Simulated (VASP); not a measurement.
Wanted: the native input for a VASP 6.6.1 run.

```yaml
Task: work function
Functional: r2SCAN
Potentials_or_basis: VASP PAW PBE potentials, release 64 (Si, C)
Cutoff: 520 eV
k_mesh: 12 × 12 × 1
Occupations: gaussian, width 0.03 eV
Spin: no spin polarisation
Dipole_correction: yes
Further_INCAR_settings: ALGO = Normal; EDIFF = 1e-06
```

The structure of SiC lies in POSCAR:

```
SiC                                     
1.0
    3.0902841736      0.0000000000      0.0000000000
   -1.5451420868      2.6762646016      0.0000000000
    0.0000000000      0.0000000000     16.0000000000
  Si              C             
     1     1
Direct
     0.3333330000000032    0.6666669999999968    0.5000000000000000
     0.6666669999999968    0.3333330000000032    0.5000000000000000
```

The cell was built by a generator and needn't be a form met in nature.

One way to write it, as run:

INCAR

```
  PREC = Accurate
  ENCUT = 520
  EDIFF = 1E-6
  ISMEAR = 0
  SIGMA = 0.03
  LREAL = F
  LASPH = T
  NELM = 100
  ALGO = Normal
  ISIF = 2
  LWAVE = F
  LCHARG = T
  LDIPOL = T
  IDIPOL = 3
  DIPOL = 0.5 0.5 0.500
  METAGGA = R2SCAN
  LMIXTAU = T
  LVHAR = T
  LVACPOTAV = T
  KPAR = 4
```

KPOINTS

```
Automatic mesh
0
Gamma
  12 12 1
```

Potentials or basis: VASP PAW PBE potentials, release 64 (Si, C).

Launch:

```console
$ cat potpaw_PBE.64/Si/POTCAR potpaw_PBE.64/C/POTCAR > POTCAR
$ mpirun -np 4 vasp_std > vasp.out
```

Results of the run:

The band gap on the k mesh is 2.84 eV, indirect (least direct gap 2.86 eV) and the ionisation potential of the upper face is 5.19 eV.

It took 52 s on 4 MPI ranks on Intel(R) Xeon(R) Platinum 8488C (Sapphire Rapids), with other jobs on the host, peak memory 0.26 GiB a rank.
